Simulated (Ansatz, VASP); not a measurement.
One calculation of Ru, two programs

File POSCAR:

```
Ru
1.0
    2.7414067149      0.0000000000      0.0000000000
   -1.3707033574      2.3741283257      0.0000000000
    0.0000000000      0.0000000000      4.3382472512
Ru
2
Direct
    0.3333333333      0.6666666667      0.2500000000
    0.6666666667      0.3333333333      0.7500000000
```

INCAR.step1

```
  ALGO = Normal
  EDIFF = 1E-4
  ENCUT = 520
  GGA = PE
  ISMEAR = -1
  LASPH = T
  LCHARG = F
  LREAL = F
  LWAVE = T
  NBANDS = 21
  NELM = 100
  PREC = Accurate
  SIGMA = 0.1
```

File INCAR.step2:

```
  ALGO = Normal
  EDIFF = 1E-7
  ENCUT = 520
  ISIF = 2
  ISMEAR = -1
  ISTART = 1
  LASPH = T
  LCHARG = T
  LELF = T
  LMIXTAU = T
  LREAL = F
  LVHAR = T
  LWAVE = F
  METAGGA = R2SCAN
  NBANDS = 21
  NELM = 100
  PREC = Accurate
  SIGMA = 0.1
```

The input KPOINTS:

```
k-points
0
Gamma
  12 12 7
```

Input for Ansatz:

```yaml
crystal:
  lattice:
    - [2.7414067148566357, 0.0, 0.0]
    - [-1.3707033574283178, 2.374128325696591, 0.0]
    - [0.0, 0.0, 4.338247251217617]
  atoms:
    - { symbol: Ru, position: [0.3333333333333333, 0.6666666666666666, 0.25] }
    - { symbol: Ru, position: [0.6666666666666666, 0.3333333333333333, 0.75] }
basis:
  ecutwfc: 600.0
kpoints:
  mp_grid:
    grid: [12, 12, 7]
hamiltonian:
  xc: r2scan
scf:
  convergence:
    dr2_threshold: 1.0e-10
  occupations:
    method: fermi_dirac
    width: 0.1
output:
  stress: true
```

Alike in both runs: task single point; functional r2SCAN; k mesh 12 × 12 × 7; occupations fermi-dirac, width 0.1 eV; no spin polarisation.

|  | VASP | Ansatz |
| --- | --- | --- |
| version | VASP 6.6.1 | Ansatz 0.2.0 |
| potentials or method | VASP PAW PBE potentials, release 64 (Ru_pv) | plane waves, PAW |
| plane-wave cutoff (eV) | 520 | 600 |
| valence electrons in the cell | 28 | 32 |

```tsv
	VASP	Ansatz	Ansatz less VASP
pressure (GPa)	-12.5	-13.7	-1.18
largest component of the traceless stress (GPa)	0.86	0.94	+0.084
```

The functional is the same, so the differences come from potentials, cutoffs and numerics. The two sets of potentials don't hold the same shells in valence.

Caveats: the PAW data sets were made with another functional, which shifts forces and pressure a little (VASP).
